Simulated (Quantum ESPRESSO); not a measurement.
# Al2O3: equation of state with PBEsol

Al2O3:

```
Al O
1.0
     2.88432    0.00000    0.00000
    -1.44216    2.49790    0.00000
     0.00000    0.00000    9.33675
Al O
2 3
Direct
  0.00000 0.00000 0.85001
  0.00000 0.00000 0.14999
  0.33333 0.66667 0.77768
  0.66667 0.33333 0.00000
  0.33333 0.66667 0.22232
```

Measurements of this composition are mostly on another form, of space group No. 167.

```yaml
Program: Quantum ESPRESSO 7.5
Task: equation of state
Functional: PBEsol
Potentials_or_basis: GBRV 1.5 PBEsol
Cutoff: 612 eV
Density_cutoff: 4898 eV
k_mesh: 11 × 11 × 3
Occupations: fermi-dirac, width 0.05 eV
Spin: no spin polarisation
```

```
Equilibrium volume                        : 13.24 Å³/atom
Bulk modulus at fixed shape and positions : 148 GPa
Pressure derivative of the bulk modulus   : 4.0
```

Energy against volume, from the lowest point:
```tsv
volume (Å³/atom)	energy (meV/atom)
12.647	13.09
12.916	3.68
13.185	0.00
13.454	1.50
13.723	7.65
13.992	18.02
14.261	32.20
```

All runs of the series together: 110 s on 2 threads of Arm Neoverse V1, on a shared host.

Caveat: the cell was scaled at fixed shape and fractional positions, which overstates the stiffness of a crystal with free parameters, most of all of layers and chains.
